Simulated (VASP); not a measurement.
# FeCo: convergence, self-consistent run

FeCo, Pm-3m (no. 221), 2 atoms in the cell. LDA; PAW potentials Co, Fe (LDA set). VASP 6.6.1.

Wanted: energy within 0.2 meV/atom; Fermi level within 0.005 eV.

What the run is for: comparing ways to start; Accuracy asked: tight.

POSCAR:
```
FeCo
1.0
    2.8570000000      0.0000000000      0.0000000000
    0.0000000000      2.8570000000      0.0000000000
    0.0000000000      0.0000000000      2.8570000000
Co Fe
1 1
Direct
    0.0000000000      0.0000000000      0.0000000000
    0.5000000000      0.5000000000      0.5000000000
```

## How the run starts (with a second run first, the time holds both)

| How the run starts (with a second run first, the time holds both) | Energy less reference (meV/atom) | Fermi level (eV) | Time (s) |
|---|---|---|---|
| from scratch: 15 SCF iterations | 0.00 | 7.6351 | 16 |
| density of a coarse mesh (ICHARG 1): 15 + 11 SCF iterations | 0.00 | 7.6352 | 17 |
| orbitals of a lower cutoff (ISTART 1): 15 + 6 SCF iterations | 0.00 | 7.6352 | 15 |
| orbitals of a loose run: 11 + 6 SCF iterations | 0.00 | 7.6352 | 14 |

Chosen: from scratch: 15 SCF iterations; no other choice that stays within the tolerance saves 30 % of the time.

The chosen settings are those of the reference run.

## The input

INCAR:
```
SYSTEM = FeCo
GGA = CA ; ISPIN = 2
MAGMOM = 2 3 ; LORBIT = 11
ISMEAR = 1 ; SIGMA = 0.1
LWAVE = .FALSE. ; LCHARG = .FALSE.
ISIF = 2 ; PREC = Accurate
LASPH = .TRUE. ; LREAL = .FALSE.
ALGO = Normal ; EDIFF = 1E-6
NELM = 200 ; GGA_COMPAT = .FALSE.
ENCUT = 400 ; LMAXMIX = 4
```

KPOINTS:
```
k-points
0
Gamma
  11 11 11
```

Commands:
```
cat potpaw_LDA.64/Co/POTCAR potpaw_LDA.64/Fe/POTCAR > POTCAR
mpirun -np 1 vasp_std > vasp.out
```

Limits: The moments start parallel; another order may lie lower.

The chosen input took VASP 6.6.1 16 s on 1 core (Intel Xeon Platinum 8488C (Sapphire Rapids)), a shared host.

## An input that fails: restart asked without its files

VASP's message: ERROR: charge density could not be read from file CHGCAR for ICHARG>10.

Changes against the starting input:
```
- NELM = 200
+ NELM = 60
+ ICHARG = 11
```
